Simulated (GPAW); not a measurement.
SnO2:

```xyz
6
Lattice="4.7880 0.0000 0.0000 0.0000 4.8666 0.0000 0.0000 0.0000 3.2409" Properties=species:S:1:pos:R:3 pbc="T T T"
Sn    0.0000    0.0000    0.0000
Sn    2.3940    2.4333    1.6204
O     3.3906    3.3042    0.0000
O     0.9966    3.9957    1.6204
O     3.7914    0.8709    1.6204
O     1.3974    1.5624    0.0000
```

The cell is a database's computed one.

Base run:

```yaml
Program: GPAW 26.7.0
Functional: RPBE
Potentials_or_basis: the program's PAW data sets (release 1.2.1) made for this functional
Cutoff: 550 eV
Basis: pw
k_mesh: 5 × 5 × 7
Occupations: fermi-dirac, width 0.001 eV
Spin: no spin polarisation
```

Its results: band gap on the k mesh 0.90 eV, direct.

Problem. The run is repeated on the same cell with these changes: functional from RPBE to GLLB-SC. What comes out?

Solution. Band gap on the k mesh, kohn-sham part alone 1.95 eV, direct.

Caveats: with so narrow a direct gap the onset needs a denser k mesh; the long-wavelength limit can be off by a per cent or two; spin-orbit coupling is left out, which moves the levels of the heavy elements; an odd mesh through Γ misses points on the zone boundary, where band edges often lie; a model potential gives levels but no total energy (some runs).
